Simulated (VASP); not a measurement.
**Li2S: single point with PBE**

Li2S:

```
Li S
1.0
     0.00000    2.85284    2.85284
     2.85284    0.00000    2.85284
     2.85284    2.85284    0.00000
Li S
2 1
Direct
  0.75000 0.75000 0.75000
  0.25000 0.25000 0.25000
  0.00000 0.00000 0.00000
```

The cell was built by a generator and needn't be a form met in nature.

| Quantity | Value |
| --- | --- |
| Program | VASP 6.6.1 |
| Task | single point |
| Functional | PBE |
| Potentials or basis | VASP PAW PBE potentials, release 64 (Li_sv, S) |
| Cutoff | 520 eV |
| k mesh | 8 × 8 × 8 |
| Occupations | gaussian, width 0.02 eV |
| Spin | no spin polarisation |
| Dipole correction | no |
| Further INCAR settings | ALGO = Normal; EDIFF = 1e-07; NBANDS = 13 |

* Band gap on the k mesh: 3.39 eV, indirect (least direct gap 4.26 eV)

Levels at points of the mesh, in eV from the valence-band top:
| k point | band 2 | band 3 | band 4 | band 5 | band 6 | band 7 | band 8 | band 9 | band 10 | band 11 |
| --- | --- | --- | --- | --- | --- | --- | --- | --- | --- | --- |
| (0.00, 0.00, 0.00) | -44.15 | -11.01 | 0.00 | 0.00 | 0.00 | 4.26 | 6.23 | 6.23 | 6.23 | 11.17 |
| (0.50, 0.00, 0.00) | -44.17 | -10.58 | -2.86 | -0.50 | -0.50 | 6.09 | 6.57 | 6.57 | 8.39 | 12.77 |
| (0.50, 0.50, 0.00) | -44.16 | -10.46 | -2.15 | -1.41 | -1.41 | 3.39 | 7.09 | 11.06 | 11.06 | 12.06 |

Run time: 18 s on 1 thread of Intel(R) Xeon(R) Platinum 8488C (Sapphire Rapids), with other jobs on the host, peak memory 0.16 GiB.

 A k mesh can miss the band edges.
